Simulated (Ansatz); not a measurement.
This is a one-shot G0W0 calculation with Ansatz 0.2.0 on CdTe (started from an entry of an open crystallographic database); the level of theory is G0W0@PBE with 487 empty bands, a screening cutoff of 210 eV and a 4×4×4 mesh. The cell was relaxed beforehand with r2SCAN.

Input file:
```yaml
crystal:
  lattice:
    - [0.0, 3.2799012449, 3.2799012449]
    - [3.2799012449, 0.0, 3.2799012449]
    - [3.2799012449, 3.2799012449, 0.0]
  atoms:
    - { symbol: Cd, position: [0.0, 0.0, 0.0] }
    - { symbol: Te, position: [0.25, 0.25, 0.25] }
kpoints:
  mp_grid: { grid: [4, 4, 4] }
hamiltonian:
  xc: pbe
scf:
  occupations: { method: fixed }
gw:
  n_empty_bands: 487
  ecut_chi: 210
  qp_bands: [v2, c2]
  qp_kpoints: band_edges
  screening: { model: contour_deformation }
```

Command: `ansatz run input.yaml --threads 2 --pin off --max-ram 3686MiB --backend cpu --events-out ev --progress --plain --runs-dir out`.

Question: What wall time did it need on 2 threads of Intel(R) Xeon(R) Processor @ 2.50GHz (Skylake/Cascade Lake), on a shared host, load about 0.9 per core, and how much host memory at the peak?

Answer: About 9.5 min, with a peak of 0.99 GiB.

The log, with set-up remarks and timings taken out:
```
Functional definition: PBE
Crystal: 2 atoms, lattice volume = 70.569 Å³
Basis set: ecut = 420 eV, 1411 PW (Γ)
Bands: 22, of which v1, the nominal top of the filled ones, is band 18 counted from 1 (17 counted from 0)
Symmetry: 24 space group operations
Space group: F-43m (ITA 216)
k-points: 8 of 64 (time reversal used)
Free energy (F): -15235.274291 eV
Fermi energy:    6.983416 eV
--- Per-component energies (eV) ---
  E_band       = -803.904796
  E_kinetic    = 685.215284
  E_local      = -5498.972459
  E_nonlocal   = -276.639416
  E_hartree    = 2766.425036
  E_xc         = -300.772981
  E_vxc        = -325.425147
  E_paw        = -8746.096566
  E_vpaw       = -920.935712
  E_ewald      = -3864.433025
--- Band table (eV; the first three rows and the last of 8) ---
  k-point 0: bands = […, -1.2076, -0.9748, -0.9748, 6.9834, 6.9834, 6.9834, 7.6338, 11.6046, 11.6046, 11.6046]
  k-point 1: bands = […, -1.0186, -0.9749, -0.9749, 4.3485, 6.5847, 6.5847, 8.9008, 12.1340, 12.1340, 12.2743]
  k-point 2: bands = […, -0.9665, -0.9665, -0.6468, 2.7574, 6.2598, 6.2598, 8.7569, 12.1864, 12.1864, 14.0089]
  k-point 7: bands = […, -1.0001, -0.9737, -0.4473, 2.9623, 4.8010, 4.9345, 11.1022, 11.6718, 12.4913, 13.3086]
--- G₀W₀: contour deformation, 8 samples at zero and on the imaginary axis and 2 off it, 64 q-points, 487 empty bands' worth ---
    ik  band        ε_KS         Σx   Σc(E_QP)       V_xc       Z   E_QP_lin       E_QP  E_QP is
     0    17      6.9834   -17.6565     1.4256   -15.6268  0.7268     6.3331     6.3793  root
     0    18      6.9834   -17.6565     1.4256   -15.6268  0.7268     6.3331     6.3793  root
     0    19      7.6338    -9.3169    -3.9352   -13.1924  0.7499     7.5742     7.5740  root
     0    20     11.6046    -6.4530    -4.2348   -10.6696  0.7307    11.5865    11.5865  root
     1    17      6.5847   -17.0714     1.5297   -14.9217  0.7236     5.9103     5.9647  root
     1    18      6.5847   -17.0714     1.5297   -14.9217  0.7236     5.9103     5.9647  root
     1    19      8.9008    -8.7146    -3.9658   -12.6353  0.7437     8.8558     8.8557  root
     1    20     12.1340    -6.5653    -4.3698   -10.9219  0.7259    12.1207    12.1207  root
     2    17      6.2598   -16.7059     1.6504   -14.4229  0.7200     5.5632     5.6273  root
     2    18      6.2598   -16.7059     1.6504   -14.4229  0.7200     5.5632     5.6273  root
     2    19      8.7569    -8.2675    -3.9346   -12.1555  0.7466     8.7104     8.7103  root
     2    20     12.1864    -6.3285    -4.2893   -10.5777  0.7259    12.1464    12.1463  root
     3    17      5.9711   -16.2674     1.7149   -13.9169  0.7168     5.2678     5.3354  root
     3    18      5.9711   -16.2674     1.7149   -13.9169  0.7168     5.2678     5.3354  root
     3    19      9.8558    -9.2531    -4.1039   -13.3611  0.7342     9.8599     9.8599  root
     3    20     10.3358    -5.9941    -3.8963    -9.7197  0.7479    10.1666    10.1651  root
     6    17      5.2387   -15.5258     1.9683   -12.8675  0.7049     4.5001     4.5487  root ?
     6    18      5.2387   -15.5258     1.9683   -12.8675  0.7049     4.5001     4.5487  root ?
     6    19      9.6546    -8.0576    -3.8912   -11.8918  0.7421     9.5978     9.5975  root
     6    20      9.6634    -5.6951    -3.6595    -9.1406  0.7543     9.4516     9.4494  root
```

The rows of the band table are 0: (0, 0, 0) = Γ, 1: (0, 0, 1/4), 2: (0, 0, -1/2), 7: (1/4, -1/2, -1/4).

The points are ik 0 = (0, 0, 0) (Γ), ik 1 = (0, 0, 1/4), ik 2 = (0, 0, -1/2), ik 3 = (0, 1/4, 1/4), ik 6 = (0, -1/2, -1/2); band 18 is the last filled one.

G0W0 moves the gap on the mesh from 0.65 eV (PBE) to 1.19 eV (direct at Γ). Renormalisation factors Z lie between 0.70 and 0.75. G0W0 values are finite-basis, finite-mesh values.

No spin polarisation and no zero-point or thermal motion.

Spin-orbit coupling is left out, which matters wherever the heavy atoms make up the band edges.

For so narrow a gap this mesh doesn't settle the screening, and the bands and cutoff are finite.

With a shallow d shell on the cation, G0W0 converges slowly in bands and cutoff, so these values are in doubt.
